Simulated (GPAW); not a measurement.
Runs of GPAW 26.7.0 on Br. Symmetry: Cmce, No. 64, orthorhombic system. Conventional cell: a = 6.726 Å, b = 4.645 Å, c = 8.702 Å, α = 90.00°, β = 90.00°, γ = 90.00°. Br (site symmetry m) is surrounded by 1 Br at 2.29 Å. 

```csv
task,level,potentials or basis,cell,k mesh,band path,band points,gap on the mesh (eV),pressure (GPa),largest force (eV/Å)
band structure,LDA,"the program's PAW data sets (release 1.2.1) made for this functional, pw",as given,6 × 6 × 3,"GXSRAZGYX1A1TY,ZT",60,1.74,(a),0.86
band structure,PBEsol,"PAW data sets generated in the run's folder for this functional, pw",as given,6 × 6 × 3,"GXSRAZGYX1A1TY,ZT",60,1.83,0.4,0.89
single point,PBEsol,"PAW data sets generated in the run's folder for this functional, pw",as given,7 × 7 × 3,-,-,1.83,0.4,0.89
single point,PBEsol,"PAW data sets generated in the run's folder for this functional, pw","atoms moved at random, drawn with an rms of 0.05 Å",7 × 7 × 3,-,-,1.64,-0.1,1.45
```

Alike in all rows: no spin polarisation; cutoff (eV) 600; smearing fermi-dirac 0.05 eV.

**Question.** Estimate the missing entries.

**Answer.** (a) -1.0.

Caveats: an odd mesh through Γ misses points on the zone boundary, where band edges often lie (some runs).

A k mesh can miss the band edges, and the runs leave out spin-orbit coupling on Br.
